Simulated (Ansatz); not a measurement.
GeO2:
```cif
data_Ge2O4
_chemical_formula_sum 'Ge2 O4'
_space_group_name_H-M_alt 'P 1'
_space_group_IT_number 1
_cell_length_a 4.48745
_cell_length_b 4.48745
_cell_length_c 2.90503
_cell_angle_alpha 90.000
_cell_angle_beta 90.000
_cell_angle_gamma 90.000
loop_
_space_group_symop_operation_xyz
  'x, y, z'
loop_
_atom_site_label
_atom_site_type_symbol
_atom_site_fract_x
_atom_site_fract_y
_atom_site_fract_z
_atom_site_occupancy
Ge1 Ge 0.00000 0.00000 0.00000 1
Ge2 Ge 0.50000 0.50000 0.50000 1
O1 O 0.30714 0.30714 0.00000 1
O2 O 0.19286 0.80714 0.50000 1
O3 O 0.69286 0.69286 0.00000 1
O4 O 0.80714 0.19286 0.50000 1
```

Relaxed with PBE. DFT-PBE in the program Ansatz with PAW potentials gives a gap of 1.23 eV.

Task: What gap does HSE06 give on the same cell (Ansatz, PAW)?

Result: 3.09 eV, 1.87 eV more. The hybrid was solved on a coarser mesh and at special points; its gap is the smallest among all of these.

```json
[
 {"k": "Γ", "v1 PBE": "0.00", "c1 PBE": "1.23", "v1 HSE06": "0.00", "c1 HSE06": "3.09"},
 {"k": "Z", "v1 PBE": "-1.79", "c1 PBE": "5.67", "v1 HSE06": "___", "c1 HSE06": "___"},
 {"k": "M", "v1 PBE": "-1.41", "c1 PBE": "4.45", "v1 HSE06": "-1.52", "c1 HSE06": "6.53"},
 {"k": "A", "v1 PBE": "-1.09", "c1 PBE": "4.26", "v1 HSE06": "___", "c1 HSE06": "___"},
 {"k": "R", "v1 PBE": "-1.31", "c1 PBE": "5.88", "v1 HSE06": "___", "c1 HSE06": "___"},
 {"k": "X", "v1 PBE": "-0.80", "c1 PBE": "4.37", "v1 HSE06": "___", "c1 HSE06": "___"}
]
```

Task: Top valence (v1) and lowest conduction level (c1) in eV from each method's valence maximum (which need not be a listed point): supply the withheld HSE06 values.

Result: 
- Z, v1 HSE06: -1.91
- Z, c1 HSE06: 7.89
- R, v1 HSE06: -1.18
- R, c1 HSE06: 8.10
- X, v1 HSE06: -0.77
- X, c1 HSE06: 6.40
- A, v1 HSE06: -1.18
- A, c1 HSE06: 6.30

Cost on shared cores: the PBE run (SCF on a 6×6×10 mesh, then bands and DOS) about 30 core-seconds (a rough figure), the HSE06 run (SCF on 4×4×6, then a few points) roughly 2.6 core-minutes; the tasks are unlike.

Space group P4_2/mnm (rutile). The cell was relaxed with PBE under the symmetry of its start; phonons on a q-mesh show no instability. Scalar-relativistic: spin–orbit coupling is off unless named, which matters more the heavier the elements.

Potentials: the later of the program's two PAW sets.
